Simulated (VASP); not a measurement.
# GaP (F-43m) in VASP: a series of runs, part 2 of 2

VASP 6.6.1. The steps go on from the part before.

**3. Relaxation of cell and atoms, PBE0**

Input file POSCAR:

```
GaP
1.0
    0.0000000000      2.7252500000      2.7252500000
    2.7252500000      0.0000000000      2.7252500000
    2.7252500000      2.7252500000      0.0000000000
Ga P
1 1
Direct
    0.0000000000      0.0000000000      0.0000000000
    0.7500000000      0.7500000000      0.7500000000
```

Input file INCAR.step1:

```
SYSTEM = GaP
PREC     = Accurate       ! precision mode
ENCUT    = 600            ! plane-wave cutoff, eV
EDIFF    = 1E-5           ! SCF threshold, eV
ISMEAR   = -1             ! smearing method
SIGMA    = 0.05           ! smearing width, eV
LREAL    = .False.        ! projectors in reciprocal space
LASPH    = .True.         ! aspherical terms in the spheres
NELM     = 100            ! most SCF steps
ALGO     = Normal         ! electronic algorithm
LWAVE    = .True.         ! write WAVECAR
LCHARG   = .False.        ! write CHGCAR
GGA      = PE             ! functional
```

Input file INCAR.step2:

```
SYSTEM = GaP
PREC     = Accurate       ! precision mode
ENCUT    = 600            ! plane-wave cutoff, eV
EDIFF    = 1E-7           ! SCF threshold, eV
ISMEAR   = -1             ! smearing method
SIGMA    = 0.05           ! smearing width, eV
LREAL    = .False.        ! projectors in reciprocal space
LASPH    = .True.         ! aspherical terms in the spheres
NELM     = 100            ! most SCF steps
ALGO     = Normal         ! electronic algorithm
ISIF     = 3              ! what is computed and relaxed
LWAVE    = .False.        ! write WAVECAR
LCHARG   = .False.        ! write CHGCAR
GGA      = PE             ! functional
LHFCALC  = .True.         ! exact exchange
AEXX     = 0.25           ! exact-exchange fraction
PRECFOCK = Fast         
IBRION   = 2              ! ionic algorithm
NSW      = 60             ! ionic steps
EDIFFG   = -0.01          ! ionic threshold
ISTART   = 1
```

Input file KPOINTS:

```
regular mesh
0
Gamma
  4 4 4
  0 0 0
```

Potentials or basis: VASP PAW PBE potentials, release 64 (Ga_d, P).

Command:

```bash
> cat potpaw_PBE.64/Ga_d/POTCAR potpaw_PBE.64/P/POTCAR > POTCAR
> cp INCAR.step1 INCAR
> mpirun -np 1 vasp_std > vasp.out
> cp INCAR.step2 INCAR
> mpirun -np 1 vasp_std > vasp.out
```

OUTCAR:

```text
SYSTEM = GaP
   PREC = Accurate
   ENCUT = 600
   EDIFF = 1E-7
   ISMEAR = -1
   LREAL = .False.
   LASPH = .True.
   NELM = 100
   ISIF = 3
   GGA = PE
   LHFCALC = .True.
   AEXX = 0.25
   PRECFOCK = Fast
   IBRION = 2
   NSW = 60
   EDIFFG = -0.01
   ISTART = 1

 ion  position               nearest neighbor table
   1  0.000  0.000  0.000-   2 2.36   2 2.36   2 2.36   2 2.36
   2  0.750  0.750  0.750-   1 2.36   1 2.36   1 2.36   1 2.36

  LATTYP: Found a face centered cubic cell.
 ALAT       =     5.4505000000

  Lattice vectors:

 A1 = (   0.0000000000,   2.7252500000,   2.7252500000)
 A2 = (   2.7252500000,   0.0000000000,   2.7252500000)
 A3 = (   2.7252500000,   2.7252500000,   0.0000000000)

Analysis of symmetry for initial positions (statically):
=====================================================================
 Subroutine PRICEL returns:
 Original cell was already a primitive cell.

 Routine SETGRP: Setting up the symmetry group for a
 face centered cubic supercell.

 Subroutine GETGRP returns: Found 24 space group operations
 (whereof 24 operations were pure point group operations)
 out of a pool of 48 trial point group operations.

[... 147 lines left out ...]

 Free energy of the ion-electron system (eV)
  ---------------------------------------------------
  ext. energy  EPLUGINS =         0.00000000
  ---------------------------------------------------
  free energy    TOTEN  =       -11.60765926 eV

  energy without entropy =      -11.60765926  energy(sigma->0) =      -11.60765926

------------------------ aborting loop because EDIFF is reached ----------------------------------------

  FORCE on cell =-STRESS in cart. coord.  units (eV):
  Direction    XX          YY          ZZ          XY          YZ          ZX
  --------------------------------------------------------------------------------------
  -------------------------------------------------------------------------------------
  Total        0.1569964      0.1569964      0.1569964     -0.0000000     -0.0000000     -0.0000000
  in kB        6.2137145      6.2137145      6.2137145     -0.0000000     -0.0000000     -0.0000000
  external PRESSURE =       6.2137145 kB  Pullay stress =       0.0000000 kB
[... 59 lines left out ...]
--------------------------------------- Ionic step        3  -------------------------------------------

 number of electron      18.0000000 magnetization

 Free energy of the ion-electron system (eV)
  ---------------------------------------------------
  ext. energy  EPLUGINS =         0.00000000
  ---------------------------------------------------
  free energy    TOTEN  =       -11.60817862 eV

  energy without entropy =      -11.60817862  energy(sigma->0) =      -11.60817862

 E-fermi :   4.8813     XC(G=0):  -7.7332

 val. band max:        3.7756576730   @ k =   0.0000   0.0000   0.0000
 cond. band min:       6.8299832958   @ k =   0.5000   0.5000   0.0000
 fundamental gap:      3.0543256228
 Fermi energy:         4.8813309561

 k-point     1 :       0.0000    0.0000    0.0000
  band No.  band energies     occupation
      1     -13.3145      2.00000
      2     -13.3145      2.00000
      3     -13.3145      2.00000
      4     -13.2152      2.00000
      5     -13.2152      2.00000
      6      -9.9883      2.00000
      7       3.7757      2.00000
      8       3.7757      2.00000
      9       3.7757      2.00000
     10       7.2902      0.00000
     11       9.3072      0.00000
     12       9.3072      0.00000
     13       9.3072      0.00000
[... 139 lines left out ...]
  FREE ENERGIE OF THE ION-ELECTRON SYSTEM (eV)
  ---------------------------------------------------
  free  energy   TOTEN  =       -11.6081786169 eV

  energy  without entropy=      -11.6081786169  energy(sigma->0) =      -11.60817862

 reached required accuracy - stopping structural energy minimisation
```

OSZICAR.step1:

```text
N       E                     dE             d eps       ncg     rms          rms(c)
DAV:   1     0.915334723964E+02    0.91533E+02   -0.10453E+04   216   0.221E+03
DAV:   2    -0.243300934574E+01   -0.93966E+02   -0.90059E+02   213   0.353E+02
DAV:   3    -0.913062843031E+01   -0.66976E+01   -0.66514E+01   258   0.793E+01
DAV:   4    -0.927042176185E+01   -0.13979E+00   -0.13970E+00   243   0.120E+01
DAV:   5    -0.927418573282E+01   -0.37640E-02   -0.37636E-02   251   0.179E+00    0.428E+00
DAV:   6    -0.900474894092E+01    0.26944E+00   -0.50746E-01   316   0.133E+01    0.283E+00
DAV:   7    -0.897444936514E+01    0.30300E-01   -0.13100E-01   256   0.265E+00    0.116E+00
DAV:   8    -0.897535449554E+01   -0.90513E-03   -0.17294E-02   243   0.192E+00    0.182E-01
DAV:   9    -0.897583951325E+01   -0.48502E-03   -0.17774E-03   269   0.735E-01    0.883E-02
DAV:  10    -0.897592084428E+01   -0.81331E-04   -0.14305E-04   281   0.132E-01    0.418E-02
DAV:  11    -0.897601248458E+01   -0.91640E-04   -0.13078E-04   213   0.110E-01    0.645E-03
DAV:  12    -0.897601172868E+01    0.75590E-06   -0.40183E-06   184   0.323E-02
   1 F= -.89760117E+01 E0= -.89760117E+01  d E =-.187156E-07
```

It took 6.5 min on 1 thread of Intel Xeon Platinum 8488C (Sapphire Rapids), shared host; peak memory 0.2 GiB.

What came out:

| Item | Value |
| --- | --- |
| Free energy | -11.6082 eV |
| Relaxed volume | 20.38 Å³/atom |
| Relaxed cell | a = 3.863 Å, b = 3.863 Å, c = 3.863 Å, α = 60.00°, β = 60.00°, γ = 60.00° |
| Space group after relaxing (to 0.05 Å) | F-43m (No. 216) |
| Energy gained by relaxing | 0.3 meV/atom |
| Ionic steps | 3 |
| Pressure after relaxing | 0.0 GPa |
| Band gap on the k mesh | 3.05 eV, indirect (least direct gap 3.51 eV) |

The path:
```
step  energy change (eV)  largest force (eV/Å)  pressure (GPa)  volume (Å³)
   1              0.0000                0.0000            0.62        40.48
   2             -0.0003                0.0000           -0.42        40.94
   3             -0.0005                0.0000            0.02        40.75
```

Final structure:
```
CELL_PARAMETERS angstrom
0.00000 2.73137 2.73137
2.73137 0.00000 2.73137
2.73137 2.73137 0.00000
ATOMIC_POSITIONS crystal
Ga 0.00000 0.00000 0.00000
P 0.75000 0.75000 0.75000
```

Levels at points of the mesh, in eV from the valence-band top:
| k point | band 6 | band 7 | band 8 | band 9 | band 10 | band 11 | band 12 | band 13 |
| --- | --- | --- | --- | --- | --- | --- | --- | --- |
| (0.00, 0.00, 0.00) | -13.76 | 0.00 | 0.00 | 0.00 | 3.51 | 5.53 | 5.53 | 5.53 |
| (0.50, 0.00, 0.00) | -11.55 | -7.24 | -1.21 | -1.21 | 3.25 | 6.38 | 6.38 | 10.00 |
| (0.50, 0.50, 0.00) | -10.58 | -7.34 | -2.92 | -2.92 | 3.05 | 3.33 | 12.80 | 12.80 |

Caveat: the k mesh is coarse (spacing up to 0.50 Å⁻¹), so the values aren't converged, least of all with exact exchange; the PAW data sets were made with another functional, which shifts forces and pressure a little.

**4. Single point, PBE0, spin-orbit coupling, no magnetisation**

POSCAR is that of step 3.

Input file INCAR.step1:

```
PREC = Accurate
ENCUT = 520
EDIFF = 1E-5
ISMEAR = -1
SIGMA = 0.05
LREAL = F
LASPH = T
NELM = 100
ALGO = Normal
ISIF = 2
LWAVE = T
LCHARG = F
LNONCOLLINEAR = T
MAGMOM = 0 0 0 0 0 0
LORBIT = 11
LSORBIT = T
GGA_COMPAT = F
NBANDS = 30
GGA = PE
```

Input file INCAR.step2:

```
PREC = Accurate
ENCUT = 520
EDIFF = 1E-6
ISMEAR = -1
SIGMA = 0.05
LREAL = F
LASPH = T
NELM = 100
ALGO = Normal
ISIF = 2
LWAVE = F
LCHARG = F
LNONCOLLINEAR = T
MAGMOM = 0 0 0 0 0 0
LORBIT = 11
LSORBIT = T
GGA_COMPAT = F
GGA = PE
LHFCALC = T
AEXX = 0.25
PRECFOCK = Fast
NBANDS = 30
ISTART = 1
```

Input file KPOINTS:

```
regular mesh
0
Gamma
  4 4 4
```

Command:

```bash
> cat potpaw_PBE.64/Ga_d/POTCAR potpaw_PBE.64/P/POTCAR > POTCAR
> cp INCAR.step1 INCAR
> mpirun -np 1 vasp_ncl > vasp.out
> cp INCAR.step2 INCAR
> mpirun -np 1 vasp_ncl > vasp.out
```

Wall time 8.1 min (1 thread of Intel Xeon Platinum 8488C (Sapphire Rapids), shared host); peak memory 0.28 GiB.

The run converged. Its results:

```
Free energy                                           : -11.6134 eV
Pressure                                              : 0.6 GPa
Valence electrons inside the program's atomic spheres : Ga 11.70; P 2.57
```

Caveat: the k mesh is coarse (spacing up to 0.50 Å⁻¹), so the values aren't converged, least of all with exact exchange; the PAW data sets were made with another functional, which shifts forces and pressure a little.

**5. Single point, PBE**

Input file INCAR:

```
PREC = Accurate ; ENCUT = 520
EDIFF = 1E-7 ; ISMEAR = 0
SIGMA = 0.028000000000000004 ; LREAL = False
LASPH = True ; NELM = 60
ALGO = Normal ; ISIF = 2
LWAVE = False ; LCHARG = False
GGA = PE ; NBANDS = 16
```

Input file KPOINTS:

```
regular mesh
0
Gamma
  8 8 8
```

POSCAR is that of step 4.

Command:

```bash
> cat potpaw_PBE.64/Ga_d/POTCAR potpaw_PBE.64/P/POTCAR > POTCAR
> mpirun -np 1 vasp_std > vasp.out
```

It took 20 s on 1 thread of AMD EPYC 7R13 (Zen 3), shared host; peak memory 0.14 GiB.

The run converged. Its results:

- Free energy: -9.1161 eV
- Pressure: 2.5 GPa
- Band gap on the k mesh: 1.64 eV, indirect (least direct gap 1.83 eV)

Levels at points of the mesh, in eV from the valence-band top:
```
           k point  band 6  band 7  band 8  band 9  band 10  band 11  band 12  band 13
(0.00, 0.00, 0.00)  -12.49    0.00    0.00    0.00     1.83     3.89     3.89     3.89
(0.50, 0.00, 0.00)  -10.43   -6.63   -1.12   -1.12     1.67     4.72     4.72     8.29
(0.50, 0.50, 0.00)   -9.53   -6.75   -2.68   -2.68     1.65     1.82    10.60    10.60
```

**6. For comparison**

An earlier run on the cell as given: functional PBE; potentials or basis VASP PAW PBE potentials, release 64 (Ga_d, P); cutoff 520 eV; k mesh 8 × 8 × 8; occupations fermi-dirac, width 0.05 eV; no spin polarisation.

* Pressure: 2.5 GPa
* Band gap on the k mesh: 1.64 eV, indirect (least direct gap 1.83 eV)

**7. The runs side by side**

| task | level | spin | cell | k mesh | cutoff (eV) | smearing | grid for exact exchange (PRECFOCK) | exchange at q = 0 | mesh quality | gap on the mesh (eV) | pressure (GPa) |
| --- | --- | --- | --- | --- | --- | --- | --- | --- | --- | --- | --- |
| single point | PBE | off | as given | 8 × 8 × 8 | 520 | gaussian 0.014 eV | - | - | not flagged | 1.64 | 2.4 |
| relaxation of cell and atoms | PBE0 | off | relaxed | 4 × 4 × 4 | 600 | fermi-dirac 0.05 eV | Fast | default | coarse | 3.05 | 0.0 |
| single point | PBE0 | SOC, no magnetisation | as given | 4 × 4 × 4 | 520 | fermi-dirac 0.05 eV | Fast | default | coarse | - | 0.6 |
| single point | PBE | off | as given | 8 × 8 × 8 | 520 | gaussian 0.028 eV | - | - | not flagged | 1.64 | 2.5 |
| single point | PBE | off | as given | 8 × 8 × 8 | 520 | fermi-dirac 0.05 eV | - | - | not flagged | 1.64 | 2.5 |

Alike in all rows: potentials or basis VASP PAW PBE potentials, release 64 (Ga_d, P).

Caveats: some runs use coarse meshes; the PAW data sets were made with another functional, which shifts forces and pressure a little (some runs).

Absolute energies hang on the potentials; compare differences alone.

**8. How close it comes**

Step 2. Measured gap of GaP: 2.34 eV (indirect; 10 K; quoted in “Stacking defects in GaP nanowires: Electronic structure and optical properties”, 2018, arxiv:1810.01194). This calculation gives 1.64 eV (-0.70 eV). Spin-orbit coupling on Ga is left out. The value is that of PBE on a finite k mesh, which can miss the band edges, without temperature or zero-point motion. Semilocal functionals fall short of measured gaps as a rule.

Step 5. Measured gap of GaP: 2.34 eV (indirect; 10 K; quoted in “Stacking defects in GaP nanowires: Electronic structure and optical properties”, 2018, arxiv:1810.01194). This calculation gives 1.64 eV (-0.70 eV). Spin-orbit coupling on Ga is left out. The value is that of PBE on a finite k mesh, which can miss the band edges, without temperature or zero-point motion. Semilocal functionals fall short of measured gaps as a rule.
